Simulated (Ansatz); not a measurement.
# TiAl (Pm-3m) in Ansatz: further runs

One crystal, TiAl, is run at these levels: LDA, r2SCANh+D4, HSE03+D3(BJ), revPBE0; tasks: atomic charges, electrostatic potential.

Program: Ansatz 0.2.0. These are calculated values, not measurements. Logs are shortened: lines on timing, memory, paths and dates and some standing lists are left out, and cuts for length are marked.

**1. The structure**

It takes space group Pm-3m (No. 221, cubic). The conventional cell has a = 3.179 Å, b = 3.179 Å, c = 3.179 Å, α = 90.00°, β = 90.00°, γ = 90.00°. Around Ti (site symmetry m-3m) lie 8 Al at 2.75 Å. Al (site symmetry m-3m) is surrounded by 8 Ti at 2.75 Å.

The cell comes from a database or a generator and needn't be the stable form of this composition.

**2. Atomic charges, LDA**

Input file input.yaml:

```yaml
crystal:
  lattice: { a: 3.179064, b: 3.179064, c: 3.179064, alpha: 90.0, beta: 90.0, gamma: 90.0 }
  space_group: 221
  reduce_to_primitive: true
  atoms:
    - { symbol: Ti, wyckoff: "1a", position: [0.0, 0.0, 0.0] }
    - { symbol: Al, wyckoff: "1b", position: [0.5, 0.5, 0.5] }
hamiltonian:
  xc: lda
  pseudopotentials: { kind: paw, xc_functional: lda, accuracy: standard }
kpoints:
  mp_grid: { grid: [8, 8, 8] }
scf:
  occupations: { method: gaussian, width: 0.15 }
output:
  forces: true
  stress: true
  eigenvalues: true
  bader: true
  populations: true
```

Potentials or basis: JTH PAW LDA.

Started as:

```
> ansatz run input.yaml --threads 1 --pin off --max-ram 2560MiB --backend cpu --events-out ev --progress --plain --runs-dir out
```

The program printed:

```text
Warning: the checks of this Ti dataset prove no rule for summing its radial tables, as where they were carried onto another mesh than they were made on, and Gregory's rule is taken, under which a leading mesh point left out moves its sums only by what lay on the interval it spanned. That does not make them correct, and they differ from Quantum ESPRESSO's on this file; a re-export a fraction of a mesh step off can move them. hamiltonian.pseudopotentials.radial_quadrature: simpson_from_first_knot sums it by `pw.x`'s rule; on a PAW file no value gives `pw.x`'s numbers. What more to know: hamiltonian.pseudopotentials.radial_quadrature, in the input reference
Warning: the checks of this Al dataset prove no rule for summing its radial tables, as where they were carried onto another mesh than they were made on, and Gregory's rule is taken, under which a leading mesh point left out moves its sums only by what lay on the interval it spanned. That does not make them correct, and they differ from Quantum ESPRESSO's on this file; a re-export a fraction of a mesh step off can move them. hamiltonian.pseudopotentials.radial_quadrature: simpson_from_first_knot sums it by `pw.x`'s rule; on a PAW file no value gives `pw.x`'s numbers. What more to know: hamiltonian.pseudopotentials.radial_quadrature, in the input reference
Warning: RAYON_NUM_THREADS=1 ignored (pool sized by the plan → 1); use --threads N
crystal.space_group: 221 is read as Pm-3m: the typed cell holds Ti1Al1 (Ti 1a, Al 1b). Least distances (Å): Ti–Ti 3.179, Ti–Al 2.753, Al–Al 3.179
crystal.space_group generates its sites in this order, which a site index counts, at these fractional coordinates of the primitive cell where crystal.reduce_to_primitive is true, and else of the cell that is read (crystal.supercell repeats the list replica by replica, and crystal.defects acts on that): 0: Ti [0.000000, 0.000000, 0.000000]; 1: Al [0.500000, 0.500000, 0.500000];
Ti: projections on atomic orbitals take those of the free atom [Ne] 3s2 3p6 3d2 4s2, of charge +0.00 (hamiltonian.pseudopotentials.projection_atoms); the dataset's partial waves leave at most 1.3e-4 of an orbital's norm unspanned inside its sphere
Engine: ansatz 0.2.0, aarch64-unknown-linux-gnu
Pseudopotentials: kind: paw
Pseudopotential: Ti, paw, valence charge 12, recommended cutoff 1230 eV (normal), Ti.paw.azcp
Pseudopotential: Al, paw, valence charge 3, recommended cutoff 570 eV (normal), Al.paw.azcp
Functional definition: SPW92
  exchange = slater_x
  correlation = pw_c
Crystal: 2 atoms, lattice volume = 32.129 Å³
Basis set: ecut = 1230 eV, 3119 PW (Γ)
Bands: 12, of which v1, the nominal top of the filled ones, is band 8 counted from 1 (7 counted from 0)
Symmetry: 48 space group operations
Space group: Pm-3m (ITA 221), of the structure as read, at distance tolerance 3.2e-5 Å
k-points: 35 of 512
Non-local potential: Ti, projectors of the file, l = 0: 2, l = 1: 2, l = 2: 2
Non-local potential: Al, projectors of the file, l = 0: 2, l = 1: 2
PAW form: compensated (Kresse and Joubert's): semilocal exchange-correlation on the pseudo side sees the compensation charge
PAW one-centre angular grid: Ti, 590 points (default); XC on 64 Gauss nodes
PAW one-centre angular grid: Al, 110 points (default); XC on 64 Gauss nodes
Initial density: superposition of atomic densities (chi_scale 0.1, normalization cell, long waves kept (reshape's long-wave potential 0.00 eV rms))
Initial wavefunctions: pseudopotential atomic-orbital guess
Functional: x = slater, c = lda
SCF iter   1: F=—  HF=-2962.931040 eV  |F-HF|=—  |Δ(HF+E_count)|=         —  Δρ=1.14e-1  dr2=6.01e0  ethr=3.10e-3  ⟨swp⟩=8.1  Hψ=3621  notcnv=0
preconditioner: auto → none  [metal: Δε(μ)=0.108 eV  Ē_g=6.345 eV  σ=0.150 eV  W_gap=0.36  n_scr=6 (ndim 8)  ℏωp=17.3 eV  f_vac=0.002  D(μ)=1.86/eV (n_scr^D=18)  sad-step TF]
SCF iter   2: F=—  HF=-2961.898302 eV  |F-HF|=—  |Δ(HF+E_count)|=    1.03e0  Δρ=6.81e-2  dr2=2.24e0  ethr=3.10e-3  ⟨swp⟩=3.2  Hψ=1115  notcnv=0  defer=4
SCF iter   3: F=—  HF=-2961.328481 eV  |F-HF|=—  |Δ(HF+E_count)|=   5.70e-1  Δρ=5.12e-3  dr2=5.78e-3  ethr=3.10e-3  ⟨swp⟩=4.0  Hψ=1042  notcnv=0  defer=4
SCF iter   4: F=—  HF=-2961.327094 eV  |F-HF|=—  |Δ(HF+E_count)|=   1.39e-3  Δρ=1.58e-3  dr2=7.68e-4  ethr=3.85e-5  ⟨swp⟩=2.1  Hψ=1068  notcnv=0  defer=4
SCF iter   5: F=—  HF=-2961.326900 eV  |F-HF|=—  |Δ(HF+E_count)|=   1.94e-4  Δρ=1.17e-4  dr2=3.76e-6  ethr=5.12e-6  ⟨swp⟩=3.0  Hψ=699  notcnv=0  defer=4
SCF iter   6: F=—  HF=-2961.326907 eV  |F-HF|=—  |Δ(HF+E_count)|=   6.97e-6  Δρ=7.02e-5  dr2=1.49e-6  ethr=2.51e-8  ⟨swp⟩=2.1  Hψ=537  notcnv=0  defer=4
SCF iter   7: F=-2961.326906 eV  HF=-2961.326906 eV  |F-HF|=5.72e-9  |Δ(HF+E_count)|=   4.37e-7  Δρ=5.07e-6  dr2=6.75e-9  ethr=6.67e-10  ⟨swp⟩=5.0  Hψ=2386  notcnv=0
SCF 1 converged in 7 iterations: F = -2961.326906 eV  dr2 = 6.75e-9
SCF converged after 7 iterations
Free energy (F): -2961.326906 eV
Harris-Foulkes:  -2961.326906 eV  (|F-HF|=5.72e-9)
Internal energy: -2961.295090 eV  (E = F + TS)
E sigma→0 (E₀):  -2961.310998 eV
Entropy (-TS):   -0.031817 eV (-15.908 meV/atom)
Fermi energy:    11.295132 eV
--- Per-component energies (eV) ---
  E_band       = -161.688643
  E_kinetic    = 235.396365
  E_local      = -1032.275182  (includes V_loc(G=0)·N_el)
  E_nonlocal   = 89.011183
  E_hartree    = 412.720596
  E_xc         = -240.967831
  E_vxc        = -285.964909  (∫ρ·V_xc dr)
  E_paw        = -1311.266404  (= ΣΔE_a)
  E_vpaw       = 6.705040  (= ΣTr[D̂ρ^β])
  E_aug_tail   = 0.000003  (compensation charges beyond the density's cutoff)
  E_ewald      = -1113.913820
  E_smearing   = -0.031817  (= −TS)
  E_closure    = -0.000000  (closes the sum)
  Σ components = -2961.326906   (vs F -2961.326906, Δ=0.00e0)
--- Forces (eV/Å), atoms counted from 1 ---
  atom   1  Ti     0.00000000     0.00000000     0.00000000
  atom   2  Al     0.00000000     0.00000000     0.00000000
  max |Σ_I F_I| component: 5.34e-32 eV/Å
--- Stress (GPa, compression-positive) ---
       -5.602281      -0.000000       0.000000
       -0.000000      -5.602281       0.000000
        0.000000       0.000000      -5.602281
  P = ⅓ Tr σ = -5.6023 GPa (-56.023 kbar)
--- Band table (eV; the first three rows and the last of 35) ---
  k-point 0: bands = ["-44.9901", "-21.5068", "-21.5068", "-21.5068", "2.0815", "9.8791", "9.8791", "13.0516", "13.0516", "13.0516", "15.7095", "15.7095"]
  k-point 1: bands = ["-44.9878", "-21.5330", "-21.5045", "-21.5045", "2.3306", "9.7356", "9.9878", "12.6738", "12.6738", "13.0807", "14.8567", "16.2701"]
  k-point 2: bands = ["-44.9823", "-21.5959", "-21.4990", "-21.4990", "3.0559", "8.9684", "10.2734", "12.0389", "12.0389", "13.1522", "14.0447", "17.4771"]
  k-point 34: bands = ["-44.9444", "-21.6367", "-21.6367", "-21.6367", "8.2120", "8.2120", "8.2120", "11.8386", "14.1060", "14.1060", "14.3006", "14.3006"]
--- Löwdin populations: 2 sites ---
  site symbol       q [e]
     0     Ti     11.5324
     1     Al      3.3855
  spilling = 0.005469 (of n_electrons = 15.000000)
--- Bader charges: 2 sites ---
  site symbol  charge [e]  shift [e]
     0     Ti      0.5182     0.0000
     1     Al     -0.5182     0.0000
  estimated error of the sums over rays = 3.5e-4 e
```

Run time: 11 s. Hardware: 1 thread of Arm Neoverse V2, shared host; peak memory 0.36 GiB.

Results:

* Free energy: -2961.3269 eV
* Pressure: -5.6 GPa
* Band gap on the k mesh: none (metal or under the smearing width)
* Bader charges: Ti +0.52; Al -0.52 e

**3. Atomic charges, r2SCANh+D4**

Input file input.yaml:

```yaml
crystal:
  lattice: { a: 3.179064, b: 3.179064, c: 3.179064, alpha: 90.0, beta: 90.0, gamma: 90.0 }
  space_group: 221
  reduce_to_primitive: true
  atoms:
    - { symbol: Ti, wyckoff: "1a", position: [0.0, 0.0, 0.0] }
    - { symbol: Al, wyckoff: "1b", position: [0.5, 0.5, 0.5] }
hamiltonian:
  xc: r2scanh
  pseudopotentials: { kind: paw, core: small }
  dispersion: d4
kpoints:
  mp_grid: { grid: [6, 6, 6] }
scf:
  occupations: { method: methfessel_paxton, width: 0.05 }
output:
  forces: true
  stress: true
  eigenvalues: true
  bader: true
  populations: intrinsic
```

Potentials or basis: Ansatz PAW.

Started as:

```
> ansatz run input.yaml --threads 1 --pin off --max-ram 2560MiB --backend cpu --events-out ev --progress --plain --runs-dir out
```

The program printed:

```text
Warning: of Ti, Al the run reads no dataset of the core that `hamiltonian.pseudopotentials.core` asks for: this build lists none beside the file that it uses, or the input names that file
Warning: output.stress: scf.convergence.dr2_threshold = 1e-7 eV (the SCF's general default) is looser than the 2e-10 eV advised for a printed stress (1e-10 eV for each atom of the cell: 2). What an SCF threshold leaves in a stress goes as its square root, and in the free energy as the threshold itself, and one threshold admits the most on a small cell: of the crystals measured, under no hybrid functional and no lock of the moments, on runs that ended without the residual-converged pass, on stresses that held no estimate of that error, the worst erred by over 100 MPa in a component at 1e-7 eV an atom and by under 5 at 1e-10. Set scf.convergence.dr2_threshold to 2e-10 eV or tighter. The threshold is an SCF's pass mark: one that does not reach it within its budget of iterations ends unconverged, or closes short of it on a stop that the run arms, and scf.convergence.dr2_threshold's page says what that costs each kind of run
Warning: output.stress: scf.exx.energy_threshold = 1e-6 eV is looser than the 2e-8 eV advised for a stress under a hybrid functional (1e-8 eV for each atom of the cell: 2). Every SCF of the exchange loop can meet its threshold on dr2 while the loop round them stops early: no threshold on dr2 bounds what that leaves in the stress. Set scf.exx.energy_threshold to 2e-8 eV or tighter. The threshold is the loop's pass mark: a loop that does not reach it within its budget of cycles ends unconverged, and scf.exx.energy_threshold's page has the law
Warning: RAYON_NUM_THREADS=1 ignored (pool sized by the plan → 1); use --threads N
crystal.space_group: 221 is read as Pm-3m: the typed cell holds Ti1Al1 (Ti 1a, Al 1b). Least distances (Å): Ti–Ti 3.179, Ti–Al 2.753, Al–Al 3.179
crystal.space_group generates its sites in this order, which a site index counts, at these fractional coordinates of the primitive cell where crystal.reduce_to_primitive is true, and else of the cell that is read (crystal.supercell repeats the list replica by replica, and crystal.defects acts on that): 0: Ti [0.000000, 0.000000, 0.000000]; 1: Al [0.500000, 0.500000, 0.500000];
[... 2 set-up lines as earlier in the session ...]
Pseudopotential: Ti, paw, valence charge 12, recommended cutoff 500 eV (meta_gga), Ti.paw.azcp
Pseudopotential: Al, paw, valence charge 3, recommended cutoff 500 eV (meta_gga), Al.paw.azcp
Functional definition: r2SCANh
  parameter a = 0.1
  parameter k0 = 0.174
  parameter k1 = 0.065
  parameter a1 = 4.9479
  exchange = (1 - a)*r2scan_x(k0 = k0, k1 = k1, a1 = a1) + a*exact_x
  correlation = r2scan_c
Crystal: 2 atoms, lattice volume = 32.129 Å³
Basis set: ecut = 500 eV, 799 PW (Γ), exchange–correlation on 96×96×96 points (64 copies of the dense FFT grid, shifted against one another)
Bands: 12, of which v1, the nominal top of the filled ones, is band 8 counted from 1 (7 counted from 0)
[... 2 set-up lines as earlier in the session ...]
k-points: 20 of 216
Non-local potential: Ti, projectors of the file, l = 0: 3, l = 1: 2, l = 2: 3, l = 3: 1
Non-local potential: Al, projectors of the file, l = 0: 2, l = 1: 2, l = 2: 1
PAW form: soft (Blöchl's): semilocal exchange-correlation on the pseudo side does not see the compensation charge
PAW frozen core: Ti, regenerated for the run's functional, and the local potential with it (the file was generated under x = pbe(κ = 0.804, μ = 0.2195149727645171), c = pbe(β = 0.06672455060314922))
PAW frozen core: Al, regenerated for the run's functional, and the local potential with it (the file was generated under x = pbe(κ = 0.804, μ = 0.2195149727645171), c = pbe(β = 0.06672455060314922))
PAW one-centre angular grid: Ti, 590 points (default); XC on 160 Gauss nodes
PAW one-centre angular grid: Al, 302 points (default); XC on 160 Gauss nodes
Initial density: superposition of atomic densities (neutral atoms: chi_scale 0, normalization atom), corrected by the library's trained network
[... 1 set-up line as earlier in the session ...]
Functional: x = r2scan, c = r2scan; τ floored in thin density (d = 2e-4 eV/Å³), warm-up for x = 0.9 r2scan + 0.1 exact, c = r2scan; τ floored in thin density (d = 2e-4 eV/Å³)
SCF iter   1: F=—  HF=-3045.598772 eV  |F-HF|=—  |Δ(HF+E_count)|=         —  Δρ=9.39e-3  dr2=1.58e-2  dr2_τ=1.78e-2  ethr=1.77e-3  ⟨swp⟩=5.8  Hψ=1039  notcnv=0
preconditioner: auto → none  [insulator: Δε(μ)=0.159 eV  Ē_g=5.785 eV  σ=0.050 eV  W_gap=0.86  n_scr=6 (ndim 8)  ℏωp=17.3 eV  f_vac=0.000  D(μ)=3.18/eV (n_scr^D=32)]
SCF iter   2: F=—  HF=-3045.635117 eV  |F-HF|=—  |Δ(HF+E_count)|=   3.63e-2  S|Δr|=    0.00e0  Δρ=5.30e-3  dr2=6.48e-3  dr2_τ=4.52e-4  ethr=1.05e-4  ⟨swp⟩=4.4  Hψ=790  notcnv=0  defer=3
SCF iter   3: F=—  HF=-3045.635413 eV  |F-HF|=—  |Δ(HF+E_count)|=   2.96e-4  S|Δr|=    0.00e0  Δρ=3.22e-3  dr2=2.83e-3  dr2_τ=1.47e-4  ethr=4.32e-5  ⟨swp⟩=4.2  Hψ=682  notcnv=0  defer=3
iter 4 solved again at ethr=3.18e-7 eV; its pass at ethr=1.89e-5 eV (dr2=4.78e-5 eV) is discarded
SCF iter   4: F=—  HF=-3045.635172 eV  |F-HF|=—  |Δ(HF+E_count)|=   2.41e-4  S|Δr|=    0.00e0  Δρ=6.70e-4  dr2=4.84e-5  dr2_τ=1.31e-5  ethr=3.18e-7  ⟨swp⟩=3.7  Hψ=1060  notcnv=0  defer=1
SCF iter   5: F=—  HF=-3045.635195 eV  |F-HF|=—  |Δ(HF+E_count)|=   2.30e-5  S|Δr|=    0.00e0  Δρ=1.97e-4  dr2=3.81e-6  dr2_τ=2.88e-7  ethr=3.18e-7  ⟨swp⟩=2.5  Hψ=404  notcnv=0  defer=1
[... 32 lines left out ...]
SCF iter   5: F=-3044.944608 eV  HF=-3044.944608 eV  |F-HF|=4.06e-9  |Δ(HF+E_count)|=   1.26e-7  S|Δr|=    0.00e0  Δρ=4.06e-6  dr2=8.94e-9  dr2_τ=5.23e-10  ethr=4.57e-11  ⟨swp⟩=5.1  Hψ=810  notcnv=0
SCF 4 converged in 5 iterations: F = -3044.944608 eV  dr2 = 8.94e-9
  Residual-converged pass: ⟨swp⟩=2.0  Hψ=386  notcnv=0  max |occ|·‖R‖ = 2.0e-6 eV (tolerance 2.4e-6 eV)  dr2=8.94e-9  dr2_τ=5.24e-10  dr2_onsite=2.78e-9  max |Δocc| = 1.3e-13
hybrid outer 3: dexx = +1.075e-6 eV, tail = 1.27e-6 eV, Δε = 2.05e-3 eV (about 1.44e-4 eV left of the loop's levels)
Frozen-core exchange: fock
SCF iter   1: F=—  HF=-3044.944608 eV  |F-HF|=—  |Δ(HF+E_count)|=         —  Δρ=3.30e-6  dr2=4.26e-9  dr2_τ=4.18e-10  ethr=8.89e-10  ⟨swp⟩=4.0  Hψ=527  notcnv=0
preconditioner: auto → none  [insulator: Δε(μ)=0.384 eV  Ē_g=6.452 eV  σ=0.050 eV  W_gap=0.85  n_scr=6 (ndim 8)  ℏωp=17.3 eV  f_vac=0.000  D(μ)=2.43/eV (n_scr^D=26)]
SCF iter   2: F=-3044.944608 eV  HF=-3044.944608 eV  |F-HF|=2.34e-9  |Δ(HF+E_count)|=  9.09e-11  S|Δr|=    0.00e0  Δρ=2.69e-6  dr2=3.40e-9  dr2_τ=1.40e-10  ethr=2.79e-11  ⟨swp⟩=2.4  Hψ=397  notcnv=0
SCF 5 converged in 2 iterations: F = -3044.944608 eV  dr2 = 3.40e-9
  Residual-converged pass: ⟨swp⟩=2.5  Hψ=400  notcnv=0  max |occ|·‖R‖ = 2.4e-6 eV (tolerance 2.4e-6 eV)  dr2=3.37e-9  dr2_τ=1.39e-10  dr2_onsite=5.92e-10  max |Δocc| = 4.2e-14
hybrid outer 4: dexx = +3.725e-10 eV, tail = 8.28e-9 eV, Δε = 3.37e-5 eV (about 5.95e-5 eV left of the loop's levels), ΔF = 1.18e-30 eV/Å (tail inf)
hybrid SCF converged: 4 outer / 15 inner (+8 warm-up), last move |dexx| = 3.73e-10 eV, tail = 8.28e-9 eV
Stability not checked: this state was not tested for a lower state beside it, because the functional holds exact exchange (a hybrid, or Hartree-Fock), whose exchange loop this test does not read (fock_operator; see scf.lower_state_search)
Free energy (F): -3044.944608 eV
Frozen-core exchange: fock
Harris-Foulkes:  -3044.944608 eV  (|F-HF|=2.34e-9)
Internal energy: -3044.944471 eV  (E = F + TS)
E sigma→0 (E₀):  -3044.944574 eV
Entropy (-TS):   -0.000138 eV (-0.069 meV/atom)
Fermi energy:    11.751881 eV
--- Per-component energies (eV) ---
  E_band       = -189.718324
  E_kinetic    = 296.709155
  E_local      = -1015.075888  (includes V_loc(G=0)·N_el)
  E_nonlocal   = 16.980952
  E_hartree    = 430.714866
  E_xc         = -118.888722
  E_vxc        = -149.241869  (∫ρ·V_xc dr)
  E_exx        = -19.590943  (= α·E_x^exact, valence–valence)
  E_paw        = -1521.295610  (= ΣΔE_a)
  E_vpaw       = -170.205410  (= ΣTr[D̂ρ^β])
  E_aug_tail   = 0.000081  (compensation charges beyond the density's cutoff)
  E_vtau       = 8.869145  (kinetic-family band-sum trace: ∫τ·v_τ [+ j·A + Jᵃ·Aᵃ] dr)
  E_ewald      = -1113.913820
  E_disp       = -0.226836  (pairwise vdW)
  E_core_change = -0.357705  (= ΣΔE_core)
  E_smearing   = -0.000138  (= −TS)
  E_closure    = 0.000000  (closes the sum)
  Σ components = -3044.944608   (vs F -3044.944608, Δ=-4.55e-13)
--- Forces (eV/Å), atoms counted from 1 ---
  atom   1  Ti     0.00000000    -0.00000000    -0.00000000
  atom   2  Al    -0.00000000    -0.00000000     0.00000000
  max |Σ_I F_I| component: 6.49e-31 eV/Å
--- Stress (GPa, compression-positive) ---
       -3.037045       0.000000       0.000000
        0.000000      -3.037045       0.000000
        0.000000       0.000000      -3.037045
  P = ⅓ Tr σ = -3.0370 GPa (-30.370 kbar)
--- Band table (eV; the first three rows and the last of 20) ---
  k-point 0: bands = ["-49.5618", "-24.1850", "-24.1850", "-24.1850", "0.9940", "9.5365", "9.5365", "14.0718", "14.0718", "14.0718", "16.4383", "16.4383"]
  k-point 1: bands = ["-49.5575", "-24.2357", "-24.1809", "-24.1809", "1.4753", "9.1827", "9.7585", "13.3512", "13.3512", "14.1281", "15.1451", "17.4929"]
  k-point 2: bands = ["-49.5490", "-24.3356", "-24.1730", "-24.1730", "2.8459", "7.4732", "10.2649", "12.4695", "12.4695", "14.2433", "14.6833", "19.1558"]
  k-point 19: bands = ["-49.5123", "-24.3294", "-24.3294", "-24.3294", "7.9532", "7.9532", "7.9532", "12.6358", "14.6332", "14.6332", "14.6332", "14.7481"]
--- intrinsic populations: 2 sites ---
  site symbol       q [e]
     0     Ti     11.5426
     1     Al      3.4574
  spilling = -0.000000 (of n_electrons = 15.000000)
--- Bader charges: 2 sites ---
  site symbol  charge [e]  shift [e]
     0     Ti      0.6852     0.0038
     1     Al     -0.6852     0.0038
  estimated error of the sums over rays = 2.8e-4 e
```

bader_charges.tsv:

```text
# site	symbol	x_ang	y_ang	z_ang	partial_charge_e	electrons	volume_ang3	relative_density_drop	shared_charge_e	partial_wave_shift_e
# quadrature_error_electrons = 2.8e-4
0	Ti	0.0000	0.0000	0.0000	0.68523	21.31477	13.55	-	0.68523	0.00377
1	Al	1.5895	1.5895	1.5895	-0.68523	13.68523	18.58	-	-0.68523	0.00377
```

populations.tsv:

```text
# site	symbol	l	j	q
# orbitals = intrinsic
# n_electrons = 15.000000
# spilling = -0.000000
# projection_atom_Ti: [Ne] 3s2 3p6 3d2 4s2
# projection_atom_Al: [Ne] 3s2 3p1
0	Ti	0_3S	-	1.854437
0	Ti	0_4S	-	0.564696
0	Ti	1_3P	-	5.985913
0	Ti	2_3D	-	3.137600
1	Al	0_3S	-	0.974904
1	Al	1_3P	-	2.482449
```

Run time: 45 s. Hardware: 1 thread of Arm Neoverse V2, shared host; peak memory 1.4 GiB.

What came out:

```
Free energy            : -3044.9446 eV
Pressure               : -3.0 GPa
Band gap on the k mesh : none (metal or under the smearing width)
Bader charges          : Ti +0.69; Al -0.69 e
```

Caveat: pairwise dispersion overbinds metals, which lowers pressure and volume; the PAW data sets come from PBE, with cores solved anew for the run's functional, which leaves a small shift of forces and pressure; the thresholds are loose for stress.

(Continued in part 2 of 2.)
